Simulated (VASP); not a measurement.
Input of a VASP 6.6.1 run:

The input INCAR:

```
SYSTEM = SnO2
  ALGO = Normal
  EDIFF = 1E-8
  ENCUT = 520
  GGA = CA
  IBRION = 8
  ISIF = 2
  ISMEAR = 0
  LASPH = .TRUE.
  LCHARG = .FALSE.
  LREAL = .FALSE.
  LWAVE = .FALSE.
  NELM = 100
  NSW = 1
  PREC = Accurate
  SIGMA = 0.01
```

KPOINTS

```
k-points
0
G
  6 6 6
  0 0 0
```

The input POSCAR:

```
SnO2
1.0
    1.6331048631      0.9428734527      4.8481267151
   -1.6331048631      0.9428734527      4.8481267151
    0.0000000000     -1.8857469054      4.8481267151
Sn O
1 2
Direct
    0.5000000000      0.5000000000      0.5000000000
    0.2371700000      0.2371700000      0.2371700000
    0.7628300000      0.7628300000      0.7628300000
```

Potentials or basis: VASP PAW LDA potentials, release 64 (Sn_d, O).

Command:

```bash
$ cat potpaw_LDA.64/Sn_d/POTCAR potpaw_LDA.64/O/POTCAR > POTCAR
$ mpirun -np 1 vasp_std > vasp.out
```

**Question.** Estimate the highest phonon frequency at Γ, LO-TO splitting left out.

**Answer.** 448 cm⁻¹.

Phonon frequencies in cm⁻¹ (negative: imaginary):
| q point | frequencies |
| --- | --- |
| (0.000, 0.000, 0.000) | 0 0 0 338 338 395 395 437 448 |

Caveat: the k mesh is coarse (spacing up to 0.38 Å⁻¹), so the values aren't converged; the atoms weren't relaxed first, which shifts response properties.
